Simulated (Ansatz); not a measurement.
# WS2 (Tungstenite): the cost of one run

Computed with Ansatz 0.2.0 (DFT PBEsol, all-electron LAPW, scalar-relativistic unless said, unless a step's input says otherwise).

### Step 1. The starting structure

Symmetry: R3m, No. 160, trigonal system. Conventional cell: a = 3.148 Å, b = 3.148 Å, c = 19.111 Å, α = 90.00°, β = 90.00°, γ = 120.00°. W (site symmetry 3m) is surrounded by 6 S at 2.40 Å. Around S (site symmetry 3m) lie 3 W at 2.40 Å.

Structure file:

```
CELL_PARAMETERS angstrom
1.57381 0.90864 6.37024
-1.57381 0.90864 6.37024
0.00000 -1.81728 6.37024
ATOMIC_POSITIONS crystal
W 0.99933 0.99933 0.99933
S 0.74797 0.74797 0.74797
S 0.58401 0.58401 0.58401
```

Cartesian axes are those of the input's lattice vectors. The structure goes back to a database entry.

### Step 2. Reference run, fine mesh, LAPW

input.yaml

```yaml
crystal:
  lattice:
    - [1.57381014218, 0.90863970924, 6.37024361322]
    - [-1.57381014218, 0.90863970924, 6.37024361322]
    - [0.0, -1.81727941848, 6.37024361322]
  atoms:
    - { symbol: W, position: [-0.000671518429, -0.000671518429, -0.000671518429] }
    - { symbol: S, position: [0.747965417195, 0.747965417195, 0.747965417195] }
    - { symbol: S, position: [0.584006101234, 0.584006101234, 0.584006101234] }
kpoints:
  mp_grid: { grid: [8, 8, 8] }
scf:
  occupations: { method: fixed }
hamiltonian:
  xc: pbesol
  pseudopotentials: { kind: all_electron, lapw: { basis_error: 0.001 } }
magnetization:
  noncollinear: true
  spin_orbit: true
output:
  forces: true
  stress: true
  eigenvalues: true
  eigenstates:
    nscf_kmesh: { grid: [12, 12, 12] }
    de_dk: true
    e_range: [-9, 11.18957307615]
checkpoint:
  write: ck
  write_wavefunctions: false
```

Started as:

```console
$ ansatz run input.yaml --threads 1 --pin off --max-ram 3072MiB --backend cpu --events-out ev --progress --plain --runs-dir out
```

**Question.** How long does this run take on 1 thread of Intel Xeon 6975P-C (Granite Rapids), shared host, and how much memory does it need?

About 7.4 min, with a peak of 1.5 GiB.
